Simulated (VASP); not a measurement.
# HfB2 (P6/mmm) in VASP: notebook

Runs on HfB2. Level: PBEsol. Tasks: single point.

Everything below comes from runs of VASP 6.6.1. Logs are shortened: lines on timing, memory, paths and dates and some standing lists are left out, and cuts for length are marked.

### 1 The structure

It takes space group P6/mmm (No. 191, hexagonal). Conventional cell: a = 3.140 Å, b = 3.140 Å, c = 3.480 Å, α = 90.00°, β = 90.00°, γ = 120.00°. Around Hf (site symmetry 6/mmm) lie 12 B at 2.51 Å. B (site symmetry -6m2) has 3 B at 1.81 Å as nearest neighbours.

### 2 Single point, PBEsol

File INCAR:

```
SYSTEM = HfB2
  PREC = Accurate
  ENCUT = 460
  EDIFF = 1E-7
  ISMEAR = 1
  SIGMA = 0.1
  LREAL = .FALSE.
  LASPH = .TRUE.
  NELM = 100
  ALGO = Normal
  ISIF = 2
  LWAVE = .FALSE.
  LCHARG = .FALSE.
  GGA = PS
  NBANDS = 12
  ADDGRID = .FALSE.
```

File KPOINTS:

```
Automatic mesh
0
G
  11 11 8
  0 0 0
```

File POSCAR:

```
HfB2
1.0
    3.1400000000      0.0000000000      0.0000000000
   -1.5700000000      2.7193197679      0.0000000000
    0.0000000000      0.0000000000      3.4800000000
Hf B
1 2
Direct
    0.0000000000      0.0000000000      0.0000000000
    0.6666666667      0.3333333333      0.5000000000
    0.3333333333      0.6666666667      0.5000000000
```

Potentials or basis: VASP PAW PBE potentials, release 64 (Hf, B).

Command:

```
$ cat potpaw_PBE.64/Hf/POTCAR potpaw_PBE.64/B/POTCAR > POTCAR
$ mpirun -np 1 vasp_std > vasp.out
```

OUTCAR:

```text
SYSTEM = HfB2
   PREC = Accurate
   ENCUT = 460
   EDIFF = 1E-7
   ISMEAR = 1
   LREAL = .FALSE.
   LASPH = .TRUE.
   NELM = 100
   ISIF = 2
   GGA = PS

 Found     80 irreducible k-points:

 Following reciprocal coordinates:
            Coordinates               Weight
  0.000000  0.000000  0.000000      1.000000
  0.090909  0.000000  0.000000      6.000000
  0.181818  0.000000  0.000000      6.000000
  0.272727  0.000000  0.000000      6.000000
  0.363636  0.000000  0.000000      6.000000
  0.454545  0.000000  0.000000      6.000000
   k-points           NKPTS =     80   k-points in BZ     NKDIM =     80   number of bands    NBANDS=     12
   number of dos      NEDOS =    301   number of ions     NIONS =      3
   total plane-waves  NPLWV =  13824
   dimension x,y,z NGX =    24 NGY =   24 NGZ =   24
   dimension x,y,z NGXF=    48 NGYF=   48 NGZF=   48
   ions per type =               1   2
   NGX,Y,Z   is equivalent  to a cutoff of  12.71, 12.71, 11.47 a.u.
   NGXF,Y,Z  is equivalent  to a cutoff of  25.41, 25.41, 22.93 a.u.
 SYSTEM =  HfB2
   PREC   = accura    normal or accurate (medium, high low for compatibility)
   ISTART =      0    job   : 0-new  1-cont  2-samecut
   ICHARG =      2    charge: 1-file 2-atom 10-const
   ISPIN  =      1    spin polarized calculation?
   LNONCOLLINEAR =      F non collinear calculations
   LSORBIT =      F    spin-orbit coupling
   LASPH  =      T    aspherical Exc in radial PAW
   ENCUT  =  460.0 eV  33.81 Ry    5.81 a.u.   5.49  5.49  6.09*2*pi/ulx,y,z
   NELM   =    100;   NELMIN=  2; NELMDL= -5     # of ELM steps
   EDIFF  = 0.1E-06   stopping-criterion for ELM
   LREAL  =      F    real-space projection
   EDIFFG = 0.1E-05   stopping-criterion for IOM
   NSW    =      0    number of steps for IOM
   IBRION =     -1    ionic relax: 0-MD 1-quasi-New 2-CG
   NFREE  =      0    steps in history (QN), initial steepest desc. (CG)
   ISIF   =      2    stress and relaxation
   ISYM   =      2    0-nonsym 1-usesym 2-fastsym
   POTIM  = 0.5000    time-step for ionic-motion
   TEBEG  =    0.0;   TEEND  =   0.0 temperature during run
   PSTRESS=    0.0 pullay stress
   NELECT =      10.0000    total number of electrons
   NUPDOWN=      -1.0000    fix difference up-down
   EMIN   =  10.00;   EMAX   =-10.00  energy-range for DOS
   EFERMI =   0.00;   METHOD = LEGACY
   ISMEAR =     1;   SIGMA  =   0.10  broadening in eV -4-tet -1-fermi 0-gaus
   EFERMI_NEDOS =   21; number of points for ismear=-14 and -15
   IALGO  =     38    algorithm
   IMIX   =      4    mixing-type and parameters
     AMIX     =   0.40;   BMIX     =  1.00
     AMIX_MAG =   1.60;   BMIX_MAG =  1.00
  volume/ion in A,a.u.               =       9.90        66.84
  Fermi-wavevector in a.u.,A,eV,Ry     =   1.138724  2.151876 17.642568  1.296692
  Thomas-Fermi vector in A             =   2.275428
   LORBIT       =      0    0 simple, 1 ext, 2 COOP (PROOUT), +10 PAW based schemes
   GGA     = PS    functional components
   LHFCALC =     F    Hartree Fock is set to
   AEXX    =    0.0000 exact exchange contribution
   IVDW    =     0    specifies the selected vdW correction
   LEPSILON=     F    determine dielectric tensor
   LRPA    =     F    only Hartree local field effects (RPA)
 non-spin polarized calculation
 Methfessel and Paxton  Order N= 1 SIGMA  =   0.10
  energy-cutoff  :      460.00
  volume of cell :       29.71
 maximum number of plane-waves:       690
 NGX is ok and might be reduce to    24
   NGX = 11   NGY = 11   NGZ = 13

 number of electron      10.0000000 magnetization

 Free energy of the ion-electron system (eV)
  ---------------------------------------------------
  ext. energy  EPLUGINS =         0.00000000
  ---------------------------------------------------
  free energy    TOTEN  =       -27.93126567 eV

  energy without entropy =      -27.93150053  energy(sigma->0) =      -27.93134396

 E-fermi :   7.6395     XC(G=0): -12.4563

 val. band max:        7.5762490134   @ k =   0.0909   0.0909   0.2500
 cond. band min:       7.8040028528   @ k =   0.2727   0.1818   0.0000
 fundamental gap:      0.2277538393
 Fermi energy:         7.6394585601

 k-point     1 :       0.0000    0.0000    0.0000
  band No.  band energies     occupation
      1      -5.8943      2.00000
      2       4.7869      2.00000
      3       4.9450      2.00000
      4       4.9450      2.00000
      5       5.0533      2.00000
      6      11.8375      0.00000
      7      11.8375      0.00000
      8      12.5015      0.00000
      9      12.5015      0.00000
     10      12.8188      0.00000
     11      12.8188      0.00000
     12      12.8825      0.00000

 k-point     2 :       0.0909    0.0000    0.0000
  band No.  band energies     occupation
      1      -5.7237      2.00000
      2       4.4451      2.00000
      3       4.8988      2.00000
      4       4.9344      2.00000
      5       4.9647      2.00000
      6      11.2653      0.00000
      7      11.7128      0.00000
      8      11.7607      0.00000
      9      12.0560      0.00000
     10      13.3975      0.00000
     11      13.7775      0.00000
     12      14.0795      0.00000
[... 31 lines left out ...]
 k-point     5 :       0.3636    0.0000    0.0000
  band No.  band energies     occupation
      1      -3.4556      2.00000
      2       0.4952      2.00000
      3       3.8692      2.00000
      4       4.5406      2.00000
      5       5.2508      2.00000
      6      10.5038      0.00000
      7      10.7287      0.00000
      8      11.1446      0.00000
      9      12.7247      0.00000
     10      13.8799      0.00000
     11      17.3914      0.00000
     12      17.7802      0.00000

 k-point     6 :       0.4545    0.0000    0.0000
  band No.  band energies     occupation
      1      -2.3235      2.00000
      2      -0.8450      2.00000
      3       3.7185      2.00000
      4       4.4250      2.00000
      5       4.9750      2.00000
      6      10.0237      0.00000
      7      10.5591      0.00000
      8      12.9552      0.00000
      9      13.4458      0.00000
     10      13.9301      0.00000
     11      15.8514      0.00000
     12      18.7565      0.00000

 [... further k-points ...]

------------------------ aborting loop because EDIFF is reached ----------------------------------------

  FORCE on cell =-STRESS in cart. coord.  units (eV):
  Direction    XX          YY          ZZ          XY          YZ          ZX
  --------------------------------------------------------------------------------------
  -------------------------------------------------------------------------------------
  Total       -0.7203292     -0.7203292     -0.8381152     -0.0000000     -0.0000000      0.0000000
  in kB      -38.8393908    -38.8393908    -45.1902887     -0.0000000     -0.0000000      0.0000000
  external PRESSURE =     -40.9563567 kB  Pullay stress =       0.0000000 kB

 VOLUME and BASIS-vectors are now :
 -----------------------------------------------------------------------------
  energy-cutoff  :      460.00
  volume of cell :       29.71
      direct lattice vectors                 reciprocal lattice vectors
     3.140000000  0.000000000  0.000000000     0.318471338  0.183869512  0.000000000
    -1.570000000  2.719319768  0.000000000     0.000000000  0.367739025  0.000000000
     0.000000000  0.000000000  3.480000000     0.000000000  0.000000000  0.287356322

 POSITION                                       TOTAL-FORCE (eV/Angst)
 -----------------------------------------------------------------------------------
      0.00000      0.00000      0.00000        -0.000000      0.000000      0.000000
      1.57000      0.90644      1.74000        -0.000000     -0.000000     -0.000000
     -0.00000      1.81288      1.74000         0.000000      0.000000      0.000000
 -----------------------------------------------------------------------------------
    total drift:                                0.000000     -0.000000      0.000000

  FREE ENERGIE OF THE ION-ELECTRON SYSTEM (eV)
  ---------------------------------------------------
  free  energy   TOTEN  =       -27.9312656721 eV

  energy  without entropy=      -27.9315005326  energy(sigma->0) =      -27.93134396
```

Wall time 9.9 s (1 thread of Intel Xeon Platinum 8559C (Emerald Rapids), shared host); peak memory 0.15 GiB.

The run converged, but some of its settings lie outside the range that counts as converged, so its numbers aren't taken as properties of the crystal.

Results:

* Free energy: -27.9313 eV
* Pressure: -4.1 GPa
* Band gap on the k mesh: none (metal or under the smearing width)

Caveat: the PAW data sets were made with another functional, which shifts forces and pressure a little.

### 3 Single point, PBEsol

INCAR is that of step 2.

KPOINTS is that of step 2.

File POSCAR:

```
HfB2
1.0
    3.1400000000      0.0000000000      0.0000000000
   -1.5700000000      2.7193197679      0.0000000000
    0.0000000000      0.0000000000      3.4800000000
Hf B
1 2
Direct
   -0.0142630000      0.0046330000     -0.0059370000
    0.6696320000      0.3380360000      0.4871880000
    0.3055440000      0.6904850000      0.5067950000
```

Potentials or basis: VASP PAW PBE potentials, release 64 (Hf, B).

Command:

```
$ cat potpaw_PBE.64/Hf/POTCAR potpaw_PBE.64/B/POTCAR > POTCAR
$ mpirun -np 1 vasp_std > vasp.out
```

OUTCAR:

```text
SYSTEM = HfB2
   PREC = Accurate
   ENCUT = 460
   EDIFF = 1E-7
   ISMEAR = 1
   LREAL = .FALSE.
   LASPH = .TRUE.
   NELM = 100
   ISIF = 2
   GGA = PS

 Found    485 irreducible k-points:

 Following reciprocal coordinates:
            Coordinates               Weight
  0.000000  0.000000  0.000000      1.000000
  0.090909  0.000000  0.000000      2.000000
  0.000000  0.090909  0.000000      2.000000
 -0.090909  0.090909  0.000000      2.000000
  0.181818  0.000000  0.000000      2.000000
  0.000000  0.181818  0.000000      2.000000
   k-points           NKPTS =    485   k-points in BZ     NKDIM =    485   number of bands    NBANDS=     12
   number of dos      NEDOS =    301   number of ions     NIONS =      3
   total plane-waves  NPLWV =  13824
   dimension x,y,z NGX =    24 NGY =   24 NGZ =   24
   dimension x,y,z NGXF=    48 NGYF=   48 NGZF=   48
   ions per type =               1   2
   NGX,Y,Z   is equivalent  to a cutoff of  12.71, 12.71, 11.47 a.u.
   NGXF,Y,Z  is equivalent  to a cutoff of  25.41, 25.41, 22.93 a.u.
 SYSTEM =  HfB2
   PREC   = accura    normal or accurate (medium, high low for compatibility)
   ISTART =      0    job   : 0-new  1-cont  2-samecut
   ICHARG =      2    charge: 1-file 2-atom 10-const
   ISPIN  =      1    spin polarized calculation?
   LNONCOLLINEAR =      F non collinear calculations
   LSORBIT =      F    spin-orbit coupling
   LASPH  =      T    aspherical Exc in radial PAW
   ENCUT  =  460.0 eV  33.81 Ry    5.81 a.u.   5.49  5.49  6.09*2*pi/ulx,y,z
   NELM   =    100;   NELMIN=  2; NELMDL= -5     # of ELM steps
   EDIFF  = 0.1E-06   stopping-criterion for ELM
   LREAL  =      F    real-space projection
   EDIFFG = 0.1E-05   stopping-criterion for IOM
   NSW    =      0    number of steps for IOM
   IBRION =     -1    ionic relax: 0-MD 1-quasi-New 2-CG
   NFREE  =      0    steps in history (QN), initial steepest desc. (CG)
   ISIF   =      2    stress and relaxation
   ISYM   =      2    0-nonsym 1-usesym 2-fastsym
   POTIM  = 0.5000    time-step for ionic-motion
   TEBEG  =    0.0;   TEEND  =   0.0 temperature during run
   PSTRESS=    0.0 pullay stress
   NELECT =      10.0000    total number of electrons
   NUPDOWN=      -1.0000    fix difference up-down
   EMIN   =  10.00;   EMAX   =-10.00  energy-range for DOS
   EFERMI =   0.00;   METHOD = LEGACY
   ISMEAR =     1;   SIGMA  =   0.10  broadening in eV -4-tet -1-fermi 0-gaus
   EFERMI_NEDOS =   21; number of points for ismear=-14 and -15
   IALGO  =     38    algorithm
   IMIX   =      4    mixing-type and parameters
     AMIX     =   0.40;   BMIX     =  1.00
[... 23 lines left out ...]
  ext. energy  EPLUGINS =         0.00000000
  ---------------------------------------------------
  free energy    TOTEN  =       -27.79852196 eV

  energy without entropy =      -27.79849197  energy(sigma->0) =      -27.79851196

 E-fermi :   7.7111     XC(G=0): -12.4524

 val. band max:        7.6739538469   @ k =  -0.1818  -0.1818   0.1250
 cond. band min:       7.7178225880   @ k =  -0.0909   0.0909   0.3750
 fundamental gap:      0.0438687411
 Fermi energy:         7.7110837654

 k-point     1 :       0.0000    0.0000    0.0000
  band No.  band energies     occupation
      1      -5.9015      2.00000
      2       4.3753      2.00000
      3       4.7253      2.00000
      4       5.0465      2.00000
      5       5.5472      2.00000
      6      11.5578      0.00000
      7      11.7180      0.00000
      8      11.9378      0.00000
      9      12.1293      0.00000
     10      12.8338      0.00000
     11      13.1109      0.00000
     12      13.9741      0.00000
[... 61 lines left out ...]
 k-point     6 :       0.0000    0.1818    0.0000
  band No.  band energies     occupation
      1      -5.2436      2.00000
      2       3.0377      2.00000
      3       4.5616      2.00000
      4       5.1229      2.00000
      5       5.4006      2.00000
      6      10.0618      0.00000
      7      11.2768      0.00000
      8      11.5086      0.00000
      9      11.9903      0.00000
     10      13.5389      0.00000
     11      15.0055      0.00000
     12      15.3447      0.00000

 [... further k-points ...]

------------------------ aborting loop because EDIFF is reached ----------------------------------------

  FORCE on cell =-STRESS in cart. coord.  units (eV):
  Direction    XX          YY          ZZ          XY          YZ          ZX
  --------------------------------------------------------------------------------------
  -------------------------------------------------------------------------------------
  Total       -0.1081656     -0.4688838     -0.7829012     -0.2475526      0.0360494     -0.0581719
  in kB       -5.8321765    -25.2817186    -42.2132097    -13.3477781      1.9437435     -3.1365670
  external PRESSURE =     -24.4423682 kB  Pullay stress =       0.0000000 kB

 VOLUME and BASIS-vectors are now :
 -----------------------------------------------------------------------------
  energy-cutoff  :      460.00
  volume of cell :       29.71
      direct lattice vectors                 reciprocal lattice vectors
     3.140000000  0.000000000  0.000000000     0.318471338  0.183869512  0.000000000
    -1.570000000  2.719319768  0.000000000     0.000000000  0.367739025  0.000000000
     0.000000000  0.000000000  3.480000000     0.000000000  0.000000000  0.287356322

 POSITION                                       TOTAL-FORCE (eV/Angst)
 -----------------------------------------------------------------------------------
      3.08794      0.01260      3.45934        -0.167985      0.369243      0.164822
      1.57193      0.91923      1.69541        -1.408156      0.298482      0.313204
     -0.12465      1.87765      1.76365         1.576140     -0.667725     -0.478026
 -----------------------------------------------------------------------------------
    total drift:                                0.000005     -0.000001     -0.000026

  FREE ENERGIE OF THE ION-ELECTRON SYSTEM (eV)
  ---------------------------------------------------
  free  energy   TOTEN  =       -27.7985219583 eV

  energy  without entropy=      -27.7984919674  energy(sigma->0) =      -27.79851196
```

OSZICAR:

```text
N       E                     dE             d eps       ncg     rms          rms(c)
DAV:   1     0.128483444822E+01    0.12848E+01   -0.40836E+03 11640   0.647E+02
DAV:   2    -0.292384477055E+02   -0.30523E+02   -0.29345E+02 16356   0.120E+02
DAV:   3    -0.300854469571E+02   -0.84700E+00   -0.84062E+00 16000   0.175E+01
DAV:   4    -0.300887838164E+02   -0.33369E-02   -0.33355E-02 14492   0.111E+00
DAV:   5    -0.300887992566E+02   -0.15440E-04   -0.15440E-04 15804   0.674E-02    0.203E+01
DAV:   6    -0.280132027982E+02    0.20756E+01   -0.38778E+00 14084   0.980E+00    0.104E+01
DAV:   7    -0.278263750431E+02    0.18683E+00   -0.72866E-01 15492   0.464E+00    0.272E+00
DAV:   8    -0.278007814953E+02    0.25594E-01   -0.76870E-02 13868   0.146E+00    0.545E-01
DAV:   9    -0.277986620204E+02    0.21195E-02   -0.84625E-03 14120   0.490E-01    0.189E-01
DAV:  10    -0.277985313527E+02    0.13067E-03   -0.77818E-04 14152   0.159E-01    0.365E-02
DAV:  11    -0.277985232679E+02    0.80848E-05   -0.41460E-05 15268   0.418E-02    0.161E-02
DAV:  12    -0.277985219280E+02    0.13399E-05   -0.42793E-06 14720   0.116E-02    0.533E-03
DAV:  13    -0.277985219583E+02   -0.30322E-07   -0.16175E-07 12584   0.239E-03
   1 F= -.27798522E+02 E0= -.27798512E+02  d E =-.299909E-04
```

Wall time 43 s (1 thread of Intel Xeon Platinum 8559C (Emerald Rapids), shared host); peak memory 0.27 GiB.

These settings aren't checked as converged: the numbers below hold their error.

What came out:

- Free energy: -27.7985 eV
- Pressure: -2.4 GPa
- Largest force: 1.777 eV/Å
- Band gap on the k mesh: none (metal or under the smearing width)

Caveat: the PAW data sets were made with another functional, which shifts forces and pressure a little.

[end of part 1 of 2]
